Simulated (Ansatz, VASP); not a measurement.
This is a calculation of Sn for VASP 6.6.1.

The input INCAR:

```
SYSTEM = Sn
PREC     = Accurate       ! precision mode
ENCUT    = 520            ! plane-wave cutoff, eV
EDIFF    = 1E-6           ! SCF threshold, eV
ISMEAR   = 0              ! smearing method
SIGMA    = 0.012          ! smearing width, eV
LREAL    = .FALSE.        ! projectors in reciprocal space
LASPH    = .TRUE.         ! aspherical terms in the spheres
NELM     = 100            ! most SCF steps
ALGO     = Fast           ! electronic algorithm
ISIF     = 2              ! what is computed and relaxed
LWAVE    = .FALSE.        ! write WAVECAR
LCHARG   = .FALSE.        ! write CHGCAR
GGA      = PE             ! functional
NBANDS   = 21             ! bands
```

File KPOINTS:

```
Automatic mesh
0
G
  9 9 9
  0 0 0
```

POSCAR

```
Sn
1.0
   -2.9401404553      2.9401404553      1.5993019889
    2.9401404553     -2.9401404553      1.5993019889
    2.9401404553      2.9401404553     -1.5993019889
Sn
2
Direct
    0.0000000000      0.0000000000      0.0000000000
    0.7500000000      0.2500000000      0.5000000000
```

Potentials or basis: VASP PAW PBE potentials, release 64 (Sn_d).

Launch:

```console
$ cat potpaw_PBE.64/Sn_d/POTCAR > POTCAR
$ mpirun -np 1 vasp_std > vasp.out
```

Question: Set up the same calculation for Ansatz 0.2.0. Potentials there: all-electron LAPW, scalar-relativistic.

Answer: As run (the cutoff follows the program's own potentials):

File input.yaml:

```yaml
crystal:
  lattice:
    - [-2.9401404553, 2.9401404553, 1.5993019889]
    - [2.9401404553, -2.9401404553, 1.5993019889]
    - [2.9401404553, 2.9401404553, -1.5993019889]
  atoms:
    - { symbol: Sn, position: [0.0, 0.0, 0.0] }
    - { symbol: Sn, position: [0.75, 0.25, 0.5] }
kpoints:
  mp_grid: { grid: [9, 9, 9] }
scf:
  occupations: { method: gaussian, width: 0.012 }
hamiltonian:
  xc: pbe
  pseudopotentials: { kind: all_electron, lapw: { basis_error: 0.001 } }
output:
  forces: true
  stress: true
  eigenvalues: true
```

Potentials or basis: all-electron LAPW, scalar-relativistic.

Launch:

```sh
$ ansatz run input.yaml --threads 1 --pin off --max-ram 3072MiB --backend cpu --events-out ev --progress --plain --runs-dir out
```

Both were run:

|  | VASP | Ansatz | Ansatz less VASP |
| --- | --- | --- | --- |
| gap on the k mesh at the Fermi level (eV) | none | none | - |
| pressure (GPa) | 1.4 | 1.4 | +0.05 |
| largest component of the traceless stress (GPa) | 0.27 | 0.27 | -0.005 |

A gap of «none» marks a metal or a gap that the smearing closes. Ansatz ran all-electron here, so the differences hold the error of VASP's frozen core and of both bases.
